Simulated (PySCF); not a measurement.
Molecule: `CC(=O)O`, C₂H₄O₂.

Structure with atom numbers: `[CH3:1][C:2](=[O:3])[OH:4]`. Each H is labelled by its parent atom.

Spin–spin couplings on one PBE0-D3(BJ)/def2-SVP geometry, PySCF 2.14, gas phase, non-relativistic, equivalent pairs averaged; isotopes 1H; basis pcJ-1.

Reference values (Hz): 2J(H(C1),H(C1)) = -14.5 (measured; solution (compiled); Pretsch, Buehlmann, Badertscher, Structure Determination of Organic Compounds, 4th ed., Springer 2009).

**Question.** How do the couplings (Hz) change with the functional? Times are CPU seconds on shared hosts with different chips, so compare them loosely.

**Answer.** 
```
functional  functions  2J(H(C1),H(C1))  abs. error  core-s
        HF        148            -31.3        16.8      11
       LDA        148             -9.4         5.1      10
       PBE        148            -13.5         1.0      16
       KT2        148            -18.5         4.0      18
     B3LYP        148            -15.2         0.7      14
      PBE0        148            -15.8         1.3      20
     B97-2        148            -13.5         1.0      20
 BHandHLYP        148            -18.8         4.3      10
 CAM-B3LYP        148            -15.6         1.1      25
```

Errors compare magnitudes, without vibrational corrections. Closest: B3LYP; furthest: HF.
